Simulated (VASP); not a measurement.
A run of VASP 6.6.1 is set up as follows.

File INCAR:

```
SYSTEM = Sr
ALGO     = Normal         ! electronic algorithm
EDIFF    = 1E-6           ! SCF threshold, eV
ENCUT    = 520            ! plane-wave cutoff, eV
GGA      = CA             ! functional
ISIF     = 2              ! what is computed and relaxed
ISMEAR   = -1             ! smearing method
LASPH    = .TRUE.         ! aspherical terms in the spheres
LCHARG   = .TRUE.         ! write CHGCAR
LELF     = .TRUE.         ! ELF
LREAL    = .FALSE.        ! projectors in reciprocal space
LVHAR    = .TRUE.       
LWAVE    = .FALSE.        ! write WAVECAR
NBANDS   = 17             ! bands
NELM     = 80             ! most SCF steps
PREC     = Accurate       ! precision mode
SIGMA    = 0.1            ! smearing width, eV
```

Contents of KPOINTS:

```
k-points
0
G
  7 7 7
  0 0 0
```

POSCAR

```
Sr
1.0
    0.0000000000      4.6045990693      4.6045990693
    4.6045990693      0.0000000000      4.6045990693
    4.6045990693      4.6045990693      0.0000000000
Sr
2
Direct
    0.1250000000      0.1250000000      0.1250000000
    0.8750000000      0.8750000000      0.8750000000
```

Potentials or basis: VASP PAW LDA potentials, release 64 (Sr_sv).

Launch:

```console
$ cat potpaw_LDA.64/Sr_sv/POTCAR > POTCAR
$ mpirun -np 1 vasp_std > vasp.out
```

(1) Estimate the pressure.

(2) Estimate the band gap on the k mesh.

Results:

(1) 0.0 GPa.

(2) none (metal or under the smearing width).
